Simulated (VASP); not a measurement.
Input of a VASP 6.6.1 run:

File POSCAR:

```
H
1.0
   -1.2702360000      1.2702360000      1.0458490000
    1.2702360000     -1.2702360000      1.0458490000
    1.2702360000      1.2702360000     -1.0458490000
H
1
Direct
    0.0000000000      0.0000000000      0.0000000000
```

INCAR.step1

```
ALGO = Normal
EDIFF = 1E-4
ENCUT = 520
GGA = PE
ISMEAR = 1
ISYM = 0
LASPH = T
LCHARG = F
LREAL = F
LWAVE = T
NBANDS = 6
NELM = 100
PREC = Accurate
SIGMA = 0.2598
```

Contents of INCAR.step2:

```
ALGO = Normal
EDIFF = 1E-6
ENCUT = 520
ISIF = 2
ISMEAR = 1
ISTART = 1
ISYM = 0
LASPH = T
LCHARG = T
LELF = T
LMIXTAU = T
LREAL = F
LVHAR = T
LWAVE = F
METAGGA = R2SCAN
NBANDS = 6
NELM = 100
PREC = Accurate
SIGMA = 0.2598
```

Contents of KPOINTS:

```
k-points
0
Gamma
  11 11 11
```

Potentials or basis: VASP PAW PBE potentials, release 64 (H).

Command:

```sh
$ cat potpaw_PBE.64/H/POTCAR > POTCAR
$ cp INCAR.step1 INCAR
$ mpirun -np 1 vasp_std > vasp.out
$ cp INCAR.step2 INCAR
$ mpirun -np 1 vasp_std > vasp.out
```

(1) Predict the band gap on the k mesh.

(2) Predict the pressure.

Results:

(1) none (metal or under the smearing width).

(2) -23.2 GPa.

Caveat: so large a pressure means that the cell lies far from this level's equilibrium, or that cutoff or potentials fall short; the potentials were made for another functional, which shifts forces and pressure.
